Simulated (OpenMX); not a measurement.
Crystal: AlN.

```
Al N
1.0
     3.11300    0.00000    0.00000
    -1.55650    2.69594    0.00000
     0.00000    0.00000    4.98100
Al N
2 2
Direct
  0.66667 0.33333 0.50000
  0.33333 0.66667 0.00000
  0.66667 0.33333 0.88000
  0.33333 0.66667 0.38000
```

Base run:

- Program: OpenMX 3.8.5
- Functional: LDA
- Potentials or basis: OpenMX 2013 LDA set, Al7.0-s2p2d1, N6.0-s2p2d1, grid cutoff 400 Ry
- k mesh: 7 × 7 × 5
- Occupations: fermi-dirac, width 0.05 eV
- Spin: no spin polarisation

Its results: band gap on the k mesh 4.93 eV, direct; pressure -5.1 GPa; largest force 0.063 eV/Å.

Problem. The run is repeated on the same cell with these changes: functional from LDA to PBE; potentials or basis from OpenMX 2013 LDA set, Al7.0-s2p2d1, N6.0-s2p2d1, grid cutoff 400 Ry to OpenMX 2013 PBE set, Al7.0-s2p2d1, N6.0-s2p2d1, grid cutoff 400 Ry. What comes out?

Solution. Band gap on the k mesh 4.89 eV, direct; pressure 2.9 GPa; largest force 0.074 eV/Å.

Caveats: the basis of atomic orbitals isn't converged, which shifts pressures, moduli and gaps.
